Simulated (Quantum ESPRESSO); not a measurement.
The system is Ti.

```
CELL_PARAMETERS angstrom
2.95000 0.00000 0.00000
-1.47500 2.55477 0.00000
0.00000 0.00000 4.68000
ATOMIC_POSITIONS crystal
Ti 0.66667 0.33333 0.75000
Ti 0.33333 0.66667 0.25000
```

- Program: Quantum ESPRESSO 7.5
- Task: phonons
- Functional: LDA
- Potentials or basis: PseudoDojo 0.4.1 SR LDA standard
- Cutoff: 1143 eV
- Density cutoff: 4572 eV
- k mesh: 10 × 10 × 6
- Occupations: cold, width 0.2 eV
- Spin: no spin polarisation
- Form of the LDA correlation: PW92
- Mixing beta: 0.5
- Most SCF iterations: 120
- SCF threshold: 4e-10 Ry

The cell and the atoms were relaxed first, to 16.11 Å³/atom (a = 2.866 Å, b = 2.866 Å, c = 4.529 Å, α = 90.00°, β = 90.00°, γ = 120.00°), and the response was taken there.

Task: Where do the zone-centre optical modes lie?

Result: E2g at 114 cm⁻¹ (Raman); B1g at 211 cm⁻¹ (silent).

Optical modes at Γ, degenerate ones joined:
| cm⁻¹ | components | symmetry | active in |
| --- | --- | --- | --- |
| 114 | 2 | E2g | Raman |
| 211 | 1 | B1g | silent |

Caveat: the mesh is thin for the phonons of a metal.
